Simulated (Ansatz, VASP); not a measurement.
**MoS2 in VASP and in Ansatz**

```
Mo S
1.0
     3.17096    0.00000    0.00000
    -1.58548    2.74613    0.00000
     0.00000    0.00000    6.81004
Mo S
1 2
Direct
  0.00000 0.00000 0.00000
  0.33333 0.66667 0.22853
  0.33333 0.66667 0.77147
```

Alike in both runs: task single point; functional r2SCAN; k mesh 12 × 12 × 4; no spin polarisation.

```csv
,VASP,Ansatz
version,VASP 6.6.1,Ansatz 0.2.0
potentials or method,"VASP PAW PBE potentials, release 64 (Mo_sv, S)","plane waves, PAW"
plane-wave cutoff (eV),520,500
occupations,"gaussian, width 0.01 eV",fixed
valence electrons in the cell,26,26
```

Ansatz gave:

```
gap on the k mesh at the Fermi level (eV)       : 1.34
pressure (GPa)                                  : 1.0
largest component of the traceless stress (GPa) : 0.16
rms of the force components (eV/Å)              : 0.020
```

Estimate VASP's values.

gap on the k mesh at the Fermi level (eV): 1.36; pressure (GPa): 1.0; largest component of the traceless stress (GPa): 0.22; rms of the force components (eV/Å): 0.018.

Atom by atom the forces differ by 0.002 eV/Å (rms over components).

Caveats: the PAW data sets were made with another functional, which shifts forces and pressure a little (VASP). A k mesh can miss the band edges. r2SCAN opens gaps a little over a GGA but as a rule still falls short of measured ones.
